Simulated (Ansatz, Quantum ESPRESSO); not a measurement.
## AlN: 3 runs at one level of theory

The starting cell:

```xyz
2
Lattice="0.0000 2.1840 2.1840 2.1840 0.0000 2.1840 2.1840 2.1840 0.0000" Properties=species:S:1:pos:R:3 pbc="T T T"
Al    0.0000    0.0000    0.0000
N     1.0920    1.0920    1.0920
```

Measurements of this composition are mostly on another form, of space group No. 186.

Alike in all runs: task relaxation of cell and atoms; functional PBE; k mesh 10 × 10 × 10; occupations fermi-dirac, width 0.05 eV; no spin polarisation; no spin-orbit coupling.

```csv
program and potentials,plane-wave cutoff (eV),notes,equilibrium volume (Å³/atom)
"Ansatz, Ansatz PAW",420,-,10.67
"Ansatz, all-electron LAPW, scalar-relativistic",-,-,10.67
"Quantum ESPRESSO, PseudoDojo 0.4.1 SR PBE standard",1143,-,10.65
```

The equilibrium volume spans 10.65 (Quantum ESPRESSO, PseudoDojo 0.4.1 SR PBE standard) to 10.67 Å³/atom (Ansatz, Ansatz PAW), with all-electron results at 10.67. Relaxations stop with a little pressure left, so the last digit of a volume isn't settled.

Differences between rows come from potentials, basis sets and numerical settings, since the functional is the same but for its coding. Runs on potential files found faulty are left out.
